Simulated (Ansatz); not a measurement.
# MnO (Fm-3m) in Ansatz: notebook, part 2 of 2

Ansatz 0.2.0. Earlier steps stand in the parts before.

**5. Relaxation of cell and atoms, BLYP+D4, collinear spin, ferromagnetic start**

File input.yaml:

```yaml
crystal:
  lattice:
    - [0.0, 2.2239077028, 2.2239077028]
    - [2.2239077028, 0.0, 2.2239077028]
    - [2.2239077028, 2.2239077028, 0.0]
  atoms:
    - { symbol: Mn, position: [0.0, 0.0, 0.0], spin: 4.0 }
    - { symbol: O, position: [0.5, 0.5, 0.5] }
kpoints:
  mp_grid: { grid: [10, 10, 10] }
scf:
  occupations: { method: fermi_dirac, width: 0.05 }
hamiltonian:
  xc: blyp
  dispersion: d4
  pseudopotentials: { kind: all_electron, lapw: { basis_error: 0.001 } }
magnetization:
  spin_polarized: true
output:
  forces: true
  stress: true
relax:
  f_tol: 0.02
  max_steps: 60
  cell: {}
```

Potentials or basis: all-electron LAPW, scalar-relativistic.

On the command line:

```console
$ ansatz run input.yaml --threads 2 --pin off --max-ram 6144MiB --backend cpu --events-out ev --progress --plain --runs-dir out
```

Standard output:

```text
Warning: RAYON_NUM_THREADS=2 ignored (pool sized by the plan → 2); use --threads N
The last accepted step is kept in <dir> (removed where the run ends without a failure and the disk answers)
LAPW: plane waves up to 9.529 Å⁻¹, error target 1.0e-3 eV per atom; small_component_spin mean_spin; O in spheres of 0.986 Å, 8 of its electrons in bands, Dirac shells []; Mn in spheres of 1.172 Å, 15 of its electrons in bands, Dirac shells [] (how accurate: hamiltonian.pseudopotentials.lapw.basis_error, Limitations)
Engine: ansatz 0.2.0, aarch64-unknown-linux-gnu
Pseudopotentials: kind: all_electron
Pseudopotential: Mn, LAPW, valence charge 15, lapw/all_electron/scalar/gaussian/Mn, Koelling and Harmon's equation, gaussian nucleus
Pseudopotential: O, LAPW, valence charge 8, lapw/all_electron/scalar/gaussian/O, Koelling and Harmon's equation, gaussian nucleus
Functional definition: BLYP
  parameter beta = 0.0042
  parameter a = 0.04918
  parameter b = 0.132
  parameter c = 0.2533
  parameter d = 0.349
  exchange = b88_x(beta = beta)
  correlation = lyp_c(a = a, b = b, c = c, d = d)
Crystal: 2 atoms, lattice volume = 21.998 Å³
Basis set: ecut = 345.9447211676138 eV, 331 PW (Γ), exchange–correlation at level 2
Bands: 18, of which v1, the nominal top of the filled ones, is band 12 counted from 1 (11 counted from 0)
Symmetry: 48 space group operations
Space group: Fm-3m (ITA 225), of the structure as read, at distance tolerance 2.8e-5 Å
Magnetic group: BNS 225.116 (UNI 1618), of the structure as read, at distance tolerance 2.8e-5 Å
k-points: 47 of 1000
Non-local potential: Mn, projectors of the file, none
Non-local potential: O, projectors of the file, none
Initial density: superposition of atomic densities (chi_scale 0.1, normalization cell, long waves kept (reshape's long-wave potential 0.00 eV rms))
Starting moments: Σ|m| = 4 μB on 1 of 2 sites
Initial wavefunctions: plane waves of lowest kinetic energy (no species holds an atomic orbital)
Functional: x = b88, c = lyp
iter 1 solved again at ethr=9.73e-3 eV; its pass at ethr=1.00e-1 eV (dr2=2.24e0 eV) is discarded
SCF iter   1: F=—  HF=-33587.813363 eV  |F-HF|=—  |Δ(HF+E_count)|=         —  Δρ=5.07e-2 (↑5.05e-2 ↓5.07e-2)  dr2=2.24e0  dr2_m=7.84e-2  M=4.501 μB ∫|m|=4.501 μB  β_m=0.30  ethr=9.73e-3  ⟨swp⟩=2.0  Hψ=10585  notcnv=0
Mixer restart at iter 1: flushing history
preconditioner: auto → none  [metal: Δε(μ)=0.048 eV  Ē_g=13.514 eV  σ=0.050 eV  W_gap=0.23  n_scr=8 (ndim 8)  ℏωp=28.5 eV  f_vac=0.000  D(μ)=1.73/eV (n_scr^D=14)  sad-step TF]
[... 55 lines left out ...]
SCF iter   4: F=—  HF=-33587.068630 eV  |F-HF|=—  |Δ(HF+E_count)|=   5.71e-7  Δρ=5.04e-6 (↑3.49e-6 ↓5.04e-6)  dr2=1.13e-8  dr2_m=1.39e-9  M=4.572 μB ∫|m|=4.572 μB  β_m=0.69  ethr=2.00e-9  ⟨swp⟩=3.0  Hψ=4749  notcnv=0
SCF iter   5: F=-33587.068630 eV  HF=-33587.068630 eV  |F-HF|=2.13e-8  |Δ(HF+E_count)|=   5.84e-9  Δρ=2.21e-6 (↑2.11e-6 ↓2.21e-6)  dr2=4.29e-9  dr2_m=1.26e-10  M=4.572 μB ∫|m|=4.572 μB  ethr=4.91e-11  ⟨swp⟩=2.6  Hψ=4588  notcnv=0
WARN: dispersion: an atom stands within reach of a switch of its C6 between two reference coordination numbers of its element: through that C6 alone, e_disp changes by 0.025 eV or more while the distances to its neighbours run over a stretch of 0.05 Å that contains this geometry (sites counted from 0 in the run's list of atoms or, in a supercell that it derives, in that cell's: here a list of 2) — site 0 (Mn): coordination number 4.760 (about 3.82 to 5.70 with every neighbour 0.05 Å farther or nearer), switch near 5.119 between the references 1.459 (weight 1.00) and 8.780 (weight 0.00), e_disp changing by some 0.37 eV. This is how the published method behaves, and the energy and the forces stay consistent. Where you compare this geometry's total energy with another's, compare their components.e_disp too, and, where the geometries are yours to choose, keep both on one side of the switch, which a site's coordination number tells: a relaxation that ends in reach of it can search the other side under relax.adjacent_minimum: search, except where no move that the cell, the constraints and the symmetry allow carries the atom there
SCF 4 converged in 5 iterations: F = -33587.068630 eV  dr2 = 4.29e-9
relax step   4: F+E_penalty+E_count = -33587.06863028 eV  Δ(F+E_penalty+E_count) = -1.289e-4 eV  max|allowed force component| = 2.630e-31 eV/Å  Δτ_max = 0.0000 Å  P = -0.000 GPa  Ω = 21.231 Å³  (5 SCF iters, accepted)
iter 1 solved again at ethr=1.83e-12 eV; its pass at ethr=1.00e-1 eV (dr2=4.20e-10 eV) is discarded
SCF iter   1: F=—  HF=-33587.068631 eV  |F-HF|=—  |Δ(HF+E_count)|=         —  Δρ=1.36e-6 (↑1.36e-6 ↓8.37e-7)  dr2=4.20e-10  dr2_m=1.69e-10  M=4.572 μB ∫|m|=4.572 μB  β_m=0.65  ethr=7.23e-12 (applied; sched 1.83e-12)  ⟨swp⟩=5.4  Hψ=8804  notcnv=0
preconditioner: auto → none  [metal: Δε(μ)=0.006 eV  Ē_g=13.436 eV  σ=0.050 eV  W_gap=0.03  n_scr=0 (ndim 8)  ℏωp=29.1 eV  f_vac=0.000  D(μ)=1.42/eV (n_scr^D=14)]
SCF iter   2: F=—  HF=-33587.068631 eV  |F-HF|=—  |Δ(HF+E_count)|=   3.96e-9  Δρ=1.11e-6 (↑1.11e-6 ↓9.33e-7)  dr2=2.90e-10  dr2_m=1.40e-10  M=4.572 μB ∫|m|=4.572 μB  β_m=0.36  ethr=6.35e-12 (applied; sched 1.83e-12)  ⟨swp⟩=3.0  Hψ=4945  notcnv=0
SCF iter   3: F=-33587.068631 eV  HF=-33587.068631 eV  |F-HF|=6.33e-10  |Δ(HF+E_count)|=  3.27e-10  Δρ=6.01e-7 (↑5.00e-7 ↓6.01e-7)  dr2=7.45e-11  dr2_m=4.59e-11  M=4.572 μB ∫|m|=4.572 μB  ethr=5.81e-12 (applied; sched 1.26e-12)  ⟨swp⟩=2.0  Hψ=4491  notcnv=0
WARN: dispersion: an atom stands within reach of a switch of its C6 between two reference coordination numbers of its element: through that C6 alone, e_disp changes by 0.025 eV or more while the distances to its neighbours run over a stretch of 0.05 Å that contains this geometry (sites counted from 0 in the run's list of atoms or, in a supercell that it derives, in that cell's: here a list of 2) — site 0 (Mn): coordination number 4.760 (about 3.82 to 5.70 with every neighbour 0.05 Å farther or nearer), switch near 5.119 between the references 1.459 (weight 1.00) and 8.780 (weight 0.00), e_disp changing by some 0.37 eV. This is how the published method behaves, and the energy and the forces stay consistent. Where you compare this geometry's total energy with another's, compare their components.e_disp too, and, where the geometries are yours to choose, keep both on one side of the switch, which a site's coordination number tells: a relaxation that ends in reach of it can search the other side under relax.adjacent_minimum: search, except where no move that the cell, the constraints and the symmetry allow carries the atom there
SCF 5 converged in 3 iterations: F = -33587.068631 eV  dr2 = 7.45e-11
relax step   5: F+E_penalty+E_count = -33587.06863103 eV  Δ(F+E_penalty+E_count) = -7.439e-7 eV  max|allowed force component| = 2.958e-31 eV/Å  Δτ_max = 0.0000 Å  P = -0.000 GPa  Ω = 21.231 Å³  stress off target by 9.22e-5 GPa  SCF on the basis re-selected at this cell (its energy is not comparable with the rows above)  (3 SCF iters)
basis re-selected at this cell: Δ(F+E_penalty+E_count) = -7.439e-7 eV, ΔP = +0.000 GPa vs the last step (what re-selecting the basis moved, after the strain that the cell walked since its last selection, with what the two solves' SCF thresholds leave and, on support functions, any second-order correction that the steps lacked; it is no measure of the basis error at this ecutwfc). This SCF's stress stands 9.22e-5 GPa from its target on what of the cell is left free (relax.cell.stress_tol is 5.00e-2 GPa) and its largest allowed force component is 2.96e-31 eV/Å (relax.f_tol is 2.00e-2 eV/Å): within both
SCF converged after 3 iterations
Magnetization: 4.5716 μB (13.7858 up, 9.2142 down)
Absolute magnetization: 4.5717 μB (∫|ρ↑−ρ↓|)
Spin contamination: 0.0133 ħ² per cell (⟨S²⟩ above its minimum at these occupations)
Per-site moments (μB) at R_I (Å): [(4.1199417931788815, 1.157735668885746), (0.23528108493616706, 0.9740964552344911)]
Free energy (F): -33587.068631 eV
Harris-Foulkes:  -33587.068631 eV  (|F-HF|=6.33e-10)
Internal energy: -33587.057505 eV  (E = F + TS)
E sigma→0 (E₀):  -33587.063068 eV
Entropy (-TS):   -0.011126 eV (-5.563 meV/atom)
Fermi energy:    14.603322 eV
--- Per-component energies (eV) ---
  E_band       = -1209.917069
  E_kinetic    = 33989.783233
  E_xc         = -1669.545148
  E_electrostatic = -65906.041112  (all electrons and nuclei)
  E_disp       = -1.254479  (pairwise vdW)
  E_smearing   = -0.011126  (= −TS)
  E_closure    = 0.000000  (closes the sum)
  E_atoms      = -33570.228430  (free atoms, spherical and without spin; not in F)
  Σ components = -33587.068631   (vs F -33587.068631, Δ=0.00e0)
  Basis errors (estimates in eV, not in F): energy 4.6e-4 per atom: plane waves 4.3e-4 (2.4e-4 summed), levels above the bands 2.0e-105, relativity 1.5e-7, radial functions 2.9e-5, core shells 1.5e-7; eigenvalues (radial functions only) 1.3e-5; not estimated: angular momenta, meshes, grids; target (lapw.basis_error) 1.0e-3; muffin-tin radii O 0.974 Å, Mn 1.158 Å
--- Forces (eV/Å), atoms counted from 1 ---
  atom   1  Mn     0.00000000    -0.00000000    -0.00000000
  atom   2  O      0.00000000     0.00000000     0.00000000
  max |Σ_I F_I| component: 1.25e-30 eV/Å
--- Stress (GPa, compression-positive) ---
       -0.000092      -0.000000      -0.000000
       -0.000000      -0.000092      -0.000000
       -0.000000      -0.000000      -0.000092
  P = ⅓ Tr σ = -0.0001 GPa (-0.001 kbar)
--- Relaxed structure (4 steps of the walk, 4 accepted, 1 SCFs on fresh bases) ---
  F+E_penalty+E_count = -33587.06863103 eV   max|allowed force component| = 2.958e-31 eV/Å   (the final SCF, on the basis selected at the relaxed cell)
  cell:  # Å, volume = 21.2312 Å³
    - [3.3119918213821335e-34, 2.197765109161868, 2.197765109161868]
    - [2.197765109161868, -2.038148813158236e-34, 2.197765109161868]
    - [2.197765109161868, 2.197765109161868, 8.152595252632945e-34]
  atoms:
    - { symbol: Mn, position: [-2.02971476805403e-36, 2.931810220521282e-36, 2.0297147680514147e-36] }
    - { symbol: O, position: [0.5, 0.5, 0.5] }
```

Wall time 37 s (2 threads of Arm Neoverse V1, shared host); peak memory 0.42 GiB.

What came out:

- Free energy: -33587.0686 eV
- Relaxed volume: 10.62 Å³/atom
- Relaxed cell: a = 3.108 Å, b = 3.108 Å, c = 3.108 Å, α = 60.00°, β = 60.00°, γ = 60.00°
- Space group after relaxing (to 0.05 Å): Fm-3m (No. 225)
- Energy gained by relaxing: 4.0 meV/atom
- Ionic steps: 5
- Pressure after relaxing: 0.0 GPa
- Net moment: 4.57 μB per cell
- Absolute moment: 4.57 μB per cell
- Site moments: Mn +4.12; O +0.24 μB

Step by step:
```
step  energy change (eV)  largest force (eV/Å)  volume (Å³)
   1              0.0000                0.0000        22.00
   2             -0.0051                0.0000        21.68
   3             -0.0079                0.0000        21.14
   4             -0.0080                0.0000        21.23
   5             -0.0080                0.0000        21.23
```

Final structure:
```xyz
2
Lattice="0.0000 2.1978 2.1978 2.1978 0.0000 2.1978 2.1978 2.1978 0.0000" Properties=species:S:1:pos:R:3 pbc="T T T"
Mn    0.0000    0.0000    0.0000
O     2.1978    2.1978    2.1978
```

Caveat: a cell with one magnetic atom can't hold antiferromagnetic order, which such compounds often take.

**6. Overview**

| task | level | cell | cutoff (eV) | smearing | gap on the mesh (eV) | pressure (GPa) | moment (μB) | relaxed volume (Å³/atom) |
| --- | --- | --- | --- | --- | --- | --- | --- | --- |
| single point | PBE | as given | 324 | gaussian 0.025 eV | none | 0.2 | 4.80 | - |
| single point | PBE | as given | 324 | gaussian 0.027 eV | none | 0.2 | 4.80 | - |
| relaxation of cell and atoms | RPBE | relaxed | - | fermi-dirac 0.05 eV | - | 0.0 | 4.92 | 11.56 |
| relaxation of cell and atoms | BLYP+D4 | relaxed | - | fermi-dirac 0.05 eV | - | 0.0 | 4.57 | 10.62 |

Alike in all rows: potentials or basis all-electron LAPW, scalar-relativistic; spin collinear, ferromagnetic start; k mesh 10 × 10 × 10; basis error allowed 0.001 eV/atom.

Caveats: a cell with one magnetic atom can't hold antiferromagnetic order, which such compounds often take; semilocal functionals often make such compounds metallic where correlation or magnetic order opens a gap, which also shifts bond lengths (some runs).

Compare energies only between runs with the same functional and basis.
